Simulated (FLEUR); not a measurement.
The system is KBr.

```
CELL_PARAMETERS angstrom
0.00000 3.30000 3.30000
3.30000 0.00000 3.30000
3.30000 3.30000 0.00000
ATOMIC_POSITIONS crystal
Br 0.50000 0.50000 0.50000
K 0.00000 0.00000 0.00000
```

Base run:

```yaml
Program: FLEUR MaX-R8.1 (later development tree)
Functional: PBEsol
Potentials_or_basis: all-electron
Basis: FLAPW
Kmax: 4.1 1/bohr
k_mesh: 7 × 7 × 7
Occupations: fermi-dirac, width 0.05 eV
Spin: no spin polarisation
```

Its results: band gap on the k mesh 4.28 eV, direct.

Question: The run is repeated on the same cell with these changes: functional from PBEsol to r2SCAN. What comes out?

Answer: Band gap on the k mesh 5.05 eV, direct.

r2SCAN gives the wider gap, since meta-GGAs in the generalised Kohn-Sham scheme recover part of the derivative discontinuity.

Caveats: the meta-GGA is that of a development version, with a GGA for the radial functions and cores and without core tails (some runs).

Not every run made on this cell is shown here.
